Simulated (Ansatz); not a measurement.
Pt: a vibration from a frozen displacement

All numbers below come from DFT PBE, scalar-relativistic, plane waves, PAW (Ansatz 0.2.0). Cutoff 420 eV, Γ-centred 10×10×10 k-points, Gaussian smearing of 0.15 eV. Spin–orbit coupling is left out, which matters for the heavy elements here. No spin polarisation. Energies are free energies at this smearing, counted from the undisturbed cell; pressure is positive in compression.

Reference structure (as given, not relaxed at this level; it stands at 11.6 GPa):

```
CELL_PARAMETERS angstrom
0.00000 3.91580 3.91580
3.91580 0.00000 3.91580
3.91580 3.91580 0.00000
ATOMIC_POSITIONS crystal
Pt 0.00000 0.00000 0.00000
Pt 0.00000 0.00000 0.50000
Pt 0.00000 0.50000 0.00000
Pt 0.00000 0.50000 0.50000
Pt 0.50000 0.00000 0.00000
Pt 0.50000 0.00000 0.50000
Pt 0.50000 0.50000 0.00000
Pt 0.50000 0.50000 0.50000
```

Atom 1 (Pt) is moved by x along the Cartesian unit vector (0.707, 0.707, 0.000); the cell and all other atoms stay fixed. The cell's volume is 120.09 Å³; the moved atoms weigh 195.084 u together and the others 1365.588 u. Some rows repeat others by symmetry and weren't run.

| x (Å) | ΔE (meV/cell) | total force on the moved atoms along the move (eV/Å) | pressure (GPa) |
| --- | --- | --- | --- |
| -0.3000 | 663.79 | 4.5963 | 15.1603 |
| -0.2625 | 503.73 | 3.9466 | 14.3054 |
| -0.2250 | 367.36 | 3.3316 | 13.5700 |
| -0.1875 | 253.54 | 2.7422 | 12.9513 |
| -0.1500 | 161.45 | 2.1719 | 12.4471 |
| -0.1125 | 90.46 | 1.6164 | 12.0561 |
| -0.0750 | 40.09 | 1.0715 | 11.7773 |
| -0.0375 | 10.00 | 0.5339 | 11.6102 |
| 0.0000 | 0.00 | 0.0000 | 11.5545 |
| 0.0375 | 10.00 | -0.5339 | 11.6102 |
| 0.0750 | 40.09 | -1.0715 | 11.7773 |
| 0.1125 | 90.46 | -1.6164 | 12.0561 |
| 0.1500 | 161.45 | -2.1719 | 12.4471 |
| 0.1875 | 253.54 | -2.7422 | 12.9513 |
| 0.2250 | 367.36 | -3.3316 | 13.5700 |
| 0.2625 | 503.73 | -3.9466 | 14.3054 |
| 0.3000 | 663.79 | -4.5963 | 15.1603 |

Problem. What frequency belongs to this motion?

Solution. The force constant is k = −dF/dx = 14.236 eV/Å², from the parabola through x = -0.0375, 0 and 0.0375. In every cell the moved atoms swing against the rest, so the mass is μ = m₁m₂/(m₁ + m₂) = 170.698 u, and ν̃ = 521.5 cm⁻¹ × √(|k|/μ) = 151 cm⁻¹, at this cell's pressure of 11.6 GPa. The pattern needn't be a normal mode: ν̃² is then a weighted mean of the squared nonzero frequencies at the zone centre of this cell, so it lies between the lowest and the highest of them.

Problem. How far does the harmonic law reach?

Solution. At x = -0.300 Å, kx²/2 = 640.64 meV against the computed 663.79 meV (+3.6 %): the well is still close to harmonic there.

Problem. The pressure changes with x². What does that say about the frequency under compression?

Solution. With E = k(V)x²/2, k ∝ V^(−2γ) and x scaling with the cell as V^(1/3), P − P0 = −∂E/∂V = (2γ − 2/3) ΔE/V. At x = 0.0750 Å, V(P − P0) = 120.09 × 0.22275 / 160.2 eV = 166.95 meV and ΔE = 40.09 meV, so γ = 1/3 + V(P − P0)/(2ΔE) = 2.42. This is the Grüneisen parameter of the motion under uniform scaling of the cell: shrinking the cell evenly by 1 % in volume raises the frequency by about 2.42 %.

In a metal these slopes depend on the k mesh and the smearing.

The restoring force grows slightly faster than linearly, so the well hardens at large amplitude. The displacement points along a nearest-neighbour direction of the fcc lattice, and the atom meets steeply rising repulsion as the 5d shells and cores overlap. Inversion symmetry at the site cancels the odd terms, leaving the hardening to the even ones. The same short-range repulsion probably accounts for much of the pressure rise and the sizeable Grüneisen parameter of 2.42: compression brings neighbours onto a steeper part of the interaction, where the curvature is larger. The modest frequency of 151 cm⁻¹ reflects platinum's large mass rather than weak bonding, since the partly filled 5d band provides strong cohesion.

Cubic site symmetry makes the harmonic force constant the same for every direction of this single-atom displacement, whereas the anharmonic part may depend on direction. The Grüneisen parameter found here need not equal the thermal one, which weights modes throughout the Brillouin zone by their heat capacities.
